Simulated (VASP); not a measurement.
# Al in VASP: relaxation of the atoms with PBE

Aim: the relaxation of the atoms of Al with PBE.

All numbers are computed with VASP 6.6.1; they aren't measurements. Logs are shortened: lines on timing, memory, paths and dates and some standing lists are left out, and cuts for length are marked.

## Step 1: The structure

The cell holds a slab with vacuum, 1 atom: a = 2.912 Å, b = 2.912 Å, c = 18.019 Å, α = 90.00°, β = 90.00°, γ = 90.00°.

The cell was built by a generator and needn't be a form met in nature.

## Step 2: Relaxation of the atoms, PBE

Input file INCAR:

```
SYSTEM = Al
  PREC = Accurate
  ENCUT = 520
  EDIFF = 1E-7
  ISMEAR = 1
  SIGMA = 0.1
  LREAL = .False.
  LASPH = .True.
  NELM = 120
  ALGO = Fast
  ISIF = 2
  LWAVE = .False.
  LCHARG = .False.
  LDIPOL = .True.
  IDIPOL = 3
  DIPOL = 0.5 0.5 0.500
  GGA = PE
  IBRION = 2
  NSW = 90
  EDIFFG = -0.02
  KPAR = 2
```

Input file KPOINTS:

```
regular mesh
0
Gamma
  11 11 1
  0 0 0
```

Input file POSCAR:

```
Al
1.0
    2.9124880100      0.0000000000      0.0000000000
    0.0000000000      2.9124880100      0.0000000000
    0.0000000000      0.0000000000     18.0188800000
Al
1
Direct
    0.5000000000      0.5000000000      0.5000000000
```

Potentials or basis: VASP PAW PBE potentials, release 64 (Al).

The run is started by

```bash
> cat potpaw_PBE.64/Al/POTCAR > POTCAR
> mpirun -np 2 vasp_std > vasp.out
```

OUTCAR:

```text
SYSTEM = Al
   PREC = Accurate
   ENCUT = 520
   EDIFF = 1E-7
   ISMEAR = 1
   LREAL = .False.
   LASPH = .True.
   NELM = 120
   ISIF = 2
   GGA = PE
   IBRION = 2
   NSW = 90
   EDIFFG = -0.02

 ion  position               nearest neighbor table
   1  0.500  0.500  0.500-

  LATTYP: Found a simple tetragonal cell.
 ALAT       =     2.9124880100
 C/A-ratio  =     6.1867653835

  Lattice vectors:

 A1 = (   2.9124880100,   0.0000000000,   0.0000000000)
 A2 = (   0.0000000000,   2.9124880100,   0.0000000000)
 A3 = (   0.0000000000,   0.0000000000,  18.0188800000)

Analysis of symmetry for initial positions (statically):
=====================================================================
 Subroutine PRICEL returns:
 Original cell was already a primitive cell.

 Routine SETGRP: Setting up the symmetry group for a
 simple tetragonal supercell.

 Subroutine GETGRP returns: Found 16 space group operations
 (whereof 16 operations were pure point group operations)
 out of a pool of 16 trial point group operations.

The static configuration has the point symmetry D_4h.

Analysis of symmetry for dynamics (positions and initial velocities):
=====================================================================
 Subroutine PRICEL returns:
 Original cell was already a primitive cell.

 Routine SETGRP: Setting up the symmetry group for a
 simple tetragonal supercell.

 Subroutine GETGRP returns: Found 16 space group operations
 (whereof 16 operations were pure point group operations)
 out of a pool of 16 trial point group operations.

The dynamic configuration has the point symmetry D_4h.

 Subroutine INISYM returns: Found 16 space group operations
 (whereof 16 operations are pure point group operations),
 and found     1 'primitive' translations

----------------------------------------------------------------------------------------

                                     Primitive cell

  volume of cell :     152.8467

  direct lattice vectors                    reciprocal lattice vectors
     2.912488010  0.000000000  0.000000000     0.343349053  0.000000000  0.000000000
     0.000000000  2.912488010  0.000000000     0.000000000  0.343349053  0.000000000
     0.000000000  0.000000000 18.018880000     0.000000000  0.000000000  0.055497345

  length of vectors
     2.912488010  2.912488010 18.018880000     0.343349053  0.343349053  0.055497345

  position of ions in fractional coordinates (direct lattice)
     0.500000000  0.500000000  0.500000000

  ion indices of the primitive-cell ions
   primitive index   ion index
                 1           1

----------------------------------------------------------------------------------------

 KPOINTS: regular mesh

Automatic generation of k-mesh.
 Grid dimensions read from file:
 generate k-points for:   11   11    1

 Generating k-lattice:

  Cartesian coordinates                     Fractional coordinates (reciprocal lattice)
     0.031213550  0.000000000  0.000000000     0.090909091  0.000000000  0.000000000
     0.000000000  0.031213550  0.000000000     0.000000000  0.090909091  0.000000000
     0.000000000  0.000000000  0.055497345     0.000000000  0.000000000  1.000000000

  Length of vectors
     0.031213550  0.031213550  0.055497345

  Shift w.r.t. Gamma in fractional coordinates (k-lattice)
     0.000000000  0.000000000  0.000000000

 Subroutine IBZKPT returns following result:
 ===========================================

 Found     21 irreducible k-points:

 Following reciprocal coordinates:
            Coordinates               Weight
  0.000000  0.000000  0.000000      1.000000
  0.090909  0.000000  0.000000      4.000000
  0.181818  0.000000  0.000000      4.000000
  0.272727  0.000000  0.000000      4.000000
  0.363636  0.000000  0.000000      4.000000
  0.454545  0.000000  0.000000      4.000000
[... 13 lines left out ...]
  0.454545  0.363636  0.000000      8.000000
  0.454545  0.454545  0.000000      4.000000
   k-points           NKPTS =     21   k-points in BZ     NKDIM =     21   number of bands    NBANDS=      5
   number of dos      NEDOS =    301   number of ions     NIONS =      1
   total plane-waves  NPLWV =  80640
   dimension x,y,z NGX =    24 NGY =   24 NGZ =  140
   dimension x,y,z NGXF=    48 NGYF=   48 NGZF=  280
   ions per type =               1
   NGX,Y,Z   is equivalent  to a cutoff of  13.70, 13.70, 12.92 a.u.
   NGXF,Y,Z  is equivalent  to a cutoff of  27.40, 27.40, 25.83 a.u.
 SYSTEM =  Al
   PREC   = accura    normal or accurate (medium, high low for compatibility)
   ISTART =      0    job   : 0-new  1-cont  2-samecut
   ICHARG =      2    charge: 1-file 2-atom 10-const
   ISPIN  =      1    spin polarized calculation?
   LNONCOLLINEAR =      F non collinear calculations
   LSORBIT =      F    spin-orbit coupling
   LASPH  =      T    aspherical Exc in radial PAW
   ENCUT  =  520.0 eV  38.22 Ry    6.18 a.u.   5.42  5.42 33.50*2*pi/ulx,y,z
   NELM   =    120;   NELMIN=  2; NELMDL= -5     # of ELM steps
   EDIFF  = 0.1E-06   stopping-criterion for ELM
   LREAL  =      F    real-space projection
   EDIFFG = -.2E-01   stopping-criterion for IOM
   NSW    =     90    number of steps for IOM
   IBRION =      2    ionic relax: 0-MD 1-quasi-New 2-CG
   NFREE  =      1    steps in history (QN), initial steepest desc. (CG)
   ISIF   =      2    stress and relaxation
   ISYM   =      2    0-nonsym 1-usesym 2-fastsym
   POTIM  = 0.5000    time-step for ionic-motion
   TEBEG  =    0.0;   TEEND  =   0.0 temperature during run
   PSTRESS=    0.0 pullay stress
   NELECT =       3.0000    total number of electrons
   NUPDOWN=      -1.0000    fix difference up-down
   EMIN   =  10.00;   EMAX   =-10.00  energy-range for DOS
   EFERMI =   0.00;   METHOD = LEGACY
   ISMEAR =     1;   SIGMA  =   0.10  broadening in eV -4-tet -1-fermi 0-gaus
   EFERMI_NEDOS =   21; number of points for ismear=-14 and -15
   IALGO  =     68    algorithm
   IMIX   =      4    mixing-type and parameters
     AMIX     =   0.40;   BMIX     =  1.00
     AMIX_MAG =   1.60;   BMIX_MAG =  1.00
  volume/ion in A,a.u.               =     152.85      1031.46
  Fermi-wavevector in a.u.,A,eV,Ry     =   0.441601  0.834505  2.653290  0.195011
  Thomas-Fermi vector in A             =   1.416997
   LORBIT       =      0    0 simple, 1 ext, 2 COOP (PROOUT), +10 PAW based schemes
   GGA     = PE    functional components
   LHFCALC =     F    Hartree Fock is set to
   AEXX    =    0.0000 exact exchange contribution
   IVDW    =     0    specifies the selected vdW correction
   LEPSILON=     F    determine dielectric tensor
   LRPA    =     F    only Hartree local field effects (RPA)
 conjugate gradient relaxation of ions
 non-spin polarized calculation
 RMM-DIIS sequential band-by-band and
 Methfessel and Paxton  Order N= 1 SIGMA  =   0.10
  energy-cutoff  :      520.00
  volume of cell :      152.85
 maximum number of plane-waves:      4154
 NGX is ok and might be reduce to    24
   NGX = 11   NGY = 11   NGZ = 67

 dipolmoment           0.000000      0.000000      0.000000 electrons x Angstroem

 number of electron       3.0000000 magnetization

 dipolmoment           0.000000      0.000000     -0.000000 electrons x Angstroem

 Free energy of the ion-electron system (eV)
  ---------------------------------------------------
  ext. energy  EPLUGINS =         0.00000000
  ---------------------------------------------------
  free energy    TOTEN  =        -2.57042814 eV

  energy without entropy =       -2.56938830  energy(sigma->0) =       -2.57008153

 E-fermi :  -2.6903     XC(G=0):  -2.2676

 val. band max:       -2.7067130941   @ k =   0.3636   0.0909   0.0000
 cond. band min:      -2.5824177781   @ k =   0.2727   0.0000   0.0000
 fundamental gap:      0.1242953160
 Fermi energy:        -2.6902908804

 k-point     1 :       0.0000    0.0000    0.0000
  band No.  band energies     occupation
      1      -9.7287      2.00000
      2      -3.7925      2.00000
      3       0.3216      0.00000
      4       1.3263      0.00000
      5       1.6304      0.00000

 k-point     2 :       0.0909    0.0000    0.0000
  band No.  band energies     occupation
      1      -9.5867      2.00000
      2      -3.6565      2.00000
      3       0.4651      0.00000
      4       1.4711      0.00000
      5       1.7751      0.00000

 k-point     3 :       0.1818    0.0000    0.0000
  band No.  band energies     occupation
      1      -9.1622      2.00000
      2      -3.2504      2.00000
      3       0.8590      0.00000
      4       1.3640      0.00000
      5       1.9045      0.00000

 k-point     4 :       0.2727    0.0000    0.0000
  band No.  band energies     occupation
      1      -8.4605      2.00000
      2      -2.5824     -0.06297
      3      -0.8676     -0.00000
      4       1.6443      0.00000
      5       2.6198      0.00000

 k-point     5 :       0.3636    0.0000    0.0000
  band No.  band energies     occupation
      1      -7.4955      2.00000
      2      -2.8334      2.06114
      3      -1.6823     -0.00000
      4       2.6513      0.00000
      5       3.2262      0.00000

 k-point     6 :       0.4545    0.0000    0.0000
  band No.  band energies     occupation
      1      -6.3414      2.00000
      2      -4.4942      2.00000
      3      -0.7186     -0.00000
      4       1.8472      0.00000
      5       3.9324      0.00000
[... 89 lines left out ...]
 k-point    18 :       0.4545    0.2727    0.0000
  band No.  band energies     occupation
      1      -5.0887      2.00000
      2      -3.3477      2.00000
      3       0.4536      0.00000
      4       2.3627      0.00000
      5       3.0770      0.00000

 k-point    19 :       0.3636    0.3636    0.0000
  band No.  band energies     occupation
      1      -5.2916      2.00000
      2      -1.4583     -0.00000
      3       0.1575      0.00000
      4       0.3914      0.00000
      5       4.0904      0.00000

 k-point    20 :       0.4545    0.3636    0.0000
  band No.  band energies     occupation
      1      -4.1386      2.00000
      2      -2.5407     -0.05569
      3       0.5224      0.00000
      4       1.3175      0.00000
      5       2.7519      0.00000

 k-point    21 :       0.4545    0.4545    0.0000
  band No.  band energies     occupation
      1      -2.9857      2.00024
      2      -1.9827     -0.00000
      3      -0.8271     -0.00000
      4       1.3881      0.00000
      5       2.2169      0.00000

------------------------ aborting loop because EDIFF is reached ----------------------------------------

 vacuum level on the upper side and lower side of the slab       (xc-potential included)        -0.093        -0.093

  FORCE on cell =-STRESS in cart. coord.  units (eV):
  Direction    XX          YY          ZZ          XY          YZ          ZX
  --------------------------------------------------------------------------------------
  -------------------------------------------------------------------------------------
  Total       -1.5597119     -1.5597119     -0.0005234      0.0000000     -0.0000000      0.0000000
  in kB      -16.3492900    -16.3492900     -0.0054859      0.0000000     -0.0000000      0.0000000
  external PRESSURE =     -10.9013553 kB  Pullay stress =       0.0000000 kB

 VOLUME and BASIS-vectors are now :
 -----------------------------------------------------------------------------
  energy-cutoff  :      520.00
  volume of cell :      152.85
      direct lattice vectors                 reciprocal lattice vectors
     2.912488010  0.000000000  0.000000000     0.343349053  0.000000000  0.000000000
     0.000000000  2.912488010  0.000000000     0.000000000  0.343349053  0.000000000
     0.000000000  0.000000000 18.018880000     0.000000000  0.000000000  0.055497345

 POSITION                                       TOTAL-FORCE (eV/Angst)
 -----------------------------------------------------------------------------------
      1.45624      1.45624      9.00944         0.000000      0.000000      0.000000
 -----------------------------------------------------------------------------------
    total drift:                               -0.000000     -0.000000     -0.000000

  FREE ENERGIE OF THE ION-ELECTRON SYSTEM (eV)
  ---------------------------------------------------
  free  energy   TOTEN  =        -2.5704281401 eV

  energy  without entropy=       -2.5693883022  energy(sigma->0) =       -2.57008153

 reached required accuracy - stopping structural energy minimisation

 vacuum level on the upper side and lower side of the slab         1.360         1.360
```

Run time: 15 s. Hardware: 2 MPI ranks of Intel Xeon Platinum 8488C (Sapphire Rapids), shared host; peak memory 0.24 GiB.

What came out:

```
Free energy            : -2.5704 eV
Band gap on the k mesh : none (metal or under the smearing width)
```

Final structure:
```
CELL_PARAMETERS angstrom
2.91249 0.00000 0.00000
0.00000 2.91249 0.00000
0.00000 0.00000 18.01888
ATOMIC_POSITIONS crystal
Al 0.50000 0.50000 0.50000
```

Caveat: the relaxation stopped at its first step, so nothing moved.
